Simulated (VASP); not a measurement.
Input of a VASP 6.6.1 run:

INCAR

```
SYSTEM = MoSe2
PREC     = Accurate       ! precision mode
ENCUT    = 520            ! plane-wave cutoff, eV
EDIFF    = 1E-8           ! SCF threshold, eV
ISMEAR   = 0              ! smearing method
SIGMA    = 0.03           ! smearing width, eV
LREAL    = .False.        ! projectors in reciprocal space
LASPH    = .True.         ! aspherical terms in the spheres
NELM     = 80             ! most SCF steps
ALGO     = Fast           ! electronic algorithm
ISIF     = 2              ! what is computed and relaxed
LWAVE    = .False.        ! write WAVECAR
LCHARG   = .False.        ! write CHGCAR
GGA      = PE             ! functional
LEPSILON = .True.         ! dielectric tensor by DFPT
KPAR     = 4
```

KPOINTS

```
regular mesh
0
Gamma
  12 12 3
  0 0 0
```

The input POSCAR:

```
MoSe2                                   
1.0
    3.2786626285      0.0000000000      0.0000000000
   -1.6393313142      2.8394051267      0.0000000000
    0.0000000000      0.0000000000     12.7250115930
  Mo              Se            
     2     4
Direct
     0.3333333332999970    0.6666666667000030    0.2500000000000000
     0.6666666667000030    0.3333333332999970    0.7500000000000000
     0.3333333332999970    0.6666666667000030    0.6183309793776672
     0.6666666667000030    0.3333333332999970    0.1183309793776672
     0.3333333332999970    0.6666666667000030    0.8816690206223328
     0.6666666667000030    0.3333333332999970    0.3816690206223328
```

Potentials or basis: VASP PAW PBE potentials, release 64 (Mo_sv, Se).

Command:

```bash
$ cat potpaw_PBE.64/Mo_sv/POTCAR potpaw_PBE.64/Se/POTCAR > POTCAR
$ mpirun -np 4 vasp_std > vasp.out
```

Task: What does it give for the electronic dielectric tensor (diagonal)?

Result: 17.09, 17.09, 8.95.

Task: What does it give for the Born charges (mean of the diagonal)?

Result: Mo -1.57; Se +0.78 e.

Task: What does it give for the band gap on the k mesh?

Result: 0.76 eV, indirect (least direct gap 1.46 eV).

Born effective charge tensors (e):
atom 1, Mo
```
-1.79  0.00  0.00
 0.00 -1.79  0.00
 0.00  0.00 -1.11
```
atom 2, Mo
```
-1.79  0.00  0.00
 0.00 -1.79  0.00
 0.00  0.00 -1.11
```
atom 3, Se
```
0.90 0.00 0.00
0.00 0.90 0.00
0.00 0.00 0.55
```
atom 4, Se
```
0.90 0.00 0.00
0.00 0.90 0.00
0.00 0.00 0.55
```
atom 5, Se
```
0.90 0.00 0.00
0.00 0.90 0.00
0.00 0.00 0.55
```
atom 6, Se
```
0.90 0.00 0.00
0.00 0.90 0.00
0.00 0.00 0.55
```

Caveat: an odd mesh through Γ misses points on the zone boundary, where band edges often lie.
